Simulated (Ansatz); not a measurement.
**Te: relaxation of cell and atoms with B3LYP+D4**

Te:

```
Te
1.0
     2.30590    1.33131    1.69095
    -2.30590    1.33131    1.69095
     0.00000   -2.66263    1.69095
Te
1
Cartesian
  0.0000 0.0000 2.5364
```

This isn't the form of Te at room conditions, which is trigonal, of chains.

- Program: Ansatz 0.2.0
- Task: relaxation of cell and atoms
- Functional: B3LYP
- Dispersion: D4
- Potentials or basis: Ansatz PAW
- Cutoff: 420 eV (not typed: the program's choice for these potentials)
- k mesh: 5 × 5 × 5
- Occupations: fermi-dirac, width 0.1 eV
- Spin: spin-orbit coupling, no magnetisation

```json
{
 "Relaxed volume": "31.38 Å³/atom",
 "Relaxed cell": "a = 3.154 Å, b = 3.154 Å, c = 3.154 Å, α = 89.93°, β = 89.93°, γ = 89.93°",
 "Space group after relaxing (to 0.05 Å)": "Pm-3m (No. 221)",
 "Energy gained by relaxing": "17.8 meV/atom",
 "Ionic steps": "5",
 "Pressure after relaxing": "0.0 GPa",
 "Band gap on the k mesh": "none (metal or under the smearing width)"
}
```

The path:
| step | energy change (eV) | largest force (eV/Å) | volume (Å³) |
| --- | --- | --- | --- |
| 1 | 0.0000 | 0.0000 | 31.15 |
| 2 | -0.0104 | 0.0000 | 31.44 |
| 3 | -0.0177 | 0.0000 | 31.28 |
| 4 | -0.0178 | 0.0000 | 31.38 |
| 5 | -0.0178 | 0.0000 | 31.38 |

Final structure:
```yaml
crystal:
  lattice:
    - [2.22893, 1.28687, 1.82315]
    - [-2.22893, 1.28687, 1.82315]
    - [0.00000, -2.57375, 1.82315]
  atoms:
    - { symbol: Te, position: [0.50000, 0.50000, 0.50000] }
```

Levels at points of the mesh, in eV from the Fermi level:
```csv
k point,band 12,band 13,band 14,band 15,band 16,band 17,band 18,band 19,band 20
"(0.00, 0.00, 0.00)",-14.80,1.37,1.37,2.75,2.75,2.76,2.76,7.68,7.68
```

Wall time 4.7 min on 2 threads of Arm Neoverse V2, with other jobs on the host, peak memory 1 GiB.

Caveat: the k mesh is coarse (spacing up to 0.40 Å⁻¹), so the values aren't converged, least of all with exact exchange; the plane-wave basis is chosen anew once the cell has moved, so the energies of steps on either side of that aren't comparable; pairwise dispersion overbinds metals, which lowers pressure and volume; the PAW data sets come from PBE, with cores solved anew for the run's functional, which leaves a small shift of forces and pressure.
